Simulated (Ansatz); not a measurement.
# GaAs (zincblende type): the cost of one run

Program: Ansatz 0.2.0. Level of theory: DFT PBE, with the methods named in each step. These are calculated values, not measurements.

## (1) The starting structure

It takes space group F-43m (No. 216, cubic). Conventional cell: a = 5.746 Å, b = 5.746 Å, c = 5.746 Å, α = 90.00°, β = 90.00°, γ = 90.00°. Around Ga (site symmetry -43m) lie 4 As at 2.49 Å. As (site symmetry -43m) is surrounded by 4 Ga at 2.49 Å.

Coordinates:

```
Ga As
1.0
     0.00000    2.87278    2.87278
     2.87278    0.00000    2.87278
     2.87278    2.87278    0.00000
Ga As
1 1
Cartesian
  0.0000 0.0000 0.0000
  1.4364 1.4364 1.4364
```

Whether this phase is the stable one at these pressures isn't tested.

Atoms are numbered in the order of the input: Ga1, As2.

## (2) The reference volume, LAPW

input.yaml reads:

```yaml
crystal:
  lattice:
    - [0.0, 2.8727848245, 2.8727848245]
    - [2.8727848245, 0.0, 2.8727848245]
    - [2.8727848245, 2.8727848245, 0.0]
  atoms:
    - { symbol: Ga, position: [0.0, 0.0, 0.0] }
    - { symbol: As, position: [0.25, 0.25, 0.25] }
kpoints:
  mp_grid: { grid: [13, 13, 13] }
  band_path:
    path:
      - [0.0, 0.0, 0.0]
      - [-0.5, -0.5, 0.0]
      - [-0.375, -0.375, 0.25]
      - [-0.375, 0.0, 0.375]
      - [0.0, 0.0, 0.0]
      - [0.0, 0.0, 0.5]
      - [-0.5, -0.25, 0.25]
      - [-0.5, -0.5, 0.0]
    npoints: 14
scf:
  occupations: { method: fermi_dirac, width: 0.05 }
hamiltonian:
  xc: pbe
  pseudopotentials: { kind: all_electron, lapw: { basis_error: 0.001 } }
output:
  forces: true
  stress: true
  eigenvalues: true
  populations: true
  dos: { projected: true, de: 0.2, e_range: [-14, 8] }
```

Launch:

```bash
ansatz run input.yaml --threads 1 --pin off --max-ram 2048MiB --backend cpu --events-out ev --progress --plain --runs-dir out
```

What time and memory should one allow on 1 thread of Intel Xeon Platinum 8488C (Sapphire Rapids), shared host?

About 32 s, with a peak of 0.45 GiB.
